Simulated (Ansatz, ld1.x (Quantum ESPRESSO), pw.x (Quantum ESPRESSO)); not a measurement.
barium: does the TM potential hold in the solid?

* Element: Ba (Z = 56)
* Generator: ld1.x (Quantum ESPRESSO) 7.5
* Type: norm-conserving Troullier–Martins (Kleinman–Bylander form)
* Functional: PBE
* Relativity: scalar-relativistic
* Frozen core: [Xe]
* Valence charge: 2
* Reference configuration: 5d0 6s1 6p0 (charge +1)
* Partial waves: 6p (bound, empty): rc 3.75 bohr; 5d (bound, empty): rc 3.25 bohr; 6s (bound): rc 4.20 bohr
* Local potential: the s channel
* Core correction: none

Crystal test: fcc Ba in pw.x 7.5, no spin, 9³ k-points, Fermi–Dirac smearing 0.01 Ry, cutoffs 35/140 Ry. The lattice is a test structure that the element need not adopt, and mesh and smearing are coarse.

pw.x input:

```
&control
  calculation='scf', prefix='x', pseudo_dir='./', outdir='./tmp', tstress=.true., disk_io='low'
/
&system
  ibrav=0, nat=1, ntyp=1, ecutwfc=35, ecutrho=140, nbnd=8,
  occupations='smearing', smearing='fd', degauss=0.01
/
&electrons
  conv_thr=1e-09, mixing_beta=0.4, electron_maxstep=70
/
ATOMIC_SPECIES
Ba 1.0 Ba.UPF
CELL_PARAMETERS angstrom
  0.00000000 3.18104023 3.18104023
  3.18104023 0.00000000 3.18104023
  3.18104023 3.18104023 0.00000000
ATOMIC_POSITIONS crystal
Ba 0.0000 0.0000 0.0000
K_POINTS automatic
9 9 9 0 0 0
```

```bash
pw.x < Ba.scf.in > Ba.scf.out
```

Problem. How does the run end?

Solution. It converges; the pressure is -1.07 GPa against 0.00 GPa from all-electron LAPW. This is a poor potential for the solid. The log shows:

```
     iteration #  1     ecut=    35.00 Ry     beta= 0.40
     total energy              =      -1.25773805 Ry
     estimated scf accuracy    <       0.00361426 Ry
     iteration #  2     ecut=    35.00 Ry     beta= 0.40
     total energy              =      -1.25936917 Ry
     estimated scf accuracy    <       0.00182585 Ry
     iteration #  3     ecut=    35.00 Ry     beta= 0.40
     total energy              =      -1.25962191 Ry
     estimated scf accuracy    <       0.00014256 Ry
     iteration #  4     ecut=    35.00 Ry     beta= 0.40
     c_bands:  1 eigenvalues not converged
     c_bands:  1 eigenvalues not converged
     c_bands:  1 eigenvalues not converged
     total energy              =      -1.25967566 Ry
     estimated scf accuracy    <       0.00000200 Ry
     iteration #  5     ecut=    35.00 Ry     beta= 0.40
     total energy              =      -1.25967934 Ry
     estimated scf accuracy    <       0.00000161 Ry
     iteration #  6     ecut=    35.00 Ry     beta= 0.40
     total energy              =      -1.25967956 Ry
     estimated scf accuracy    <       0.00000006 Ry
     iteration #  7     ecut=    35.00 Ry     beta= 0.40
     total energy              =      -1.25967966 Ry
     estimated scf accuracy    <       0.00000003 Ry
     iteration #  8     ecut=    35.00 Ry     beta= 0.40
     total energy              =      -1.25967967 Ry
     estimated scf accuracy    <          6.0E-09 Ry
     iteration #  9     ecut=    35.00 Ry     beta= 0.40
     the Fermi energy is     1.2241 ev
!    total energy              =      -1.25967967 Ry
     estimated scf accuracy    <          3.3E-10 Ry
     smearing contrib. (-TS)   =      -0.00904691 Ry
     The total energy is F=E-TS. E is the sum of the following terms:
     one-electron contribution =       0.90041748 Ry
     hartree contribution      =       0.00022946 Ry
     xc contribution           =      -0.62586383 Ry
     ewald contribution        =      -1.52541586 Ry
     convergence has been achieved in   9 iterations
          total   stress  (Ry/bohr**3)                   (kbar)     P=      -10.71
```
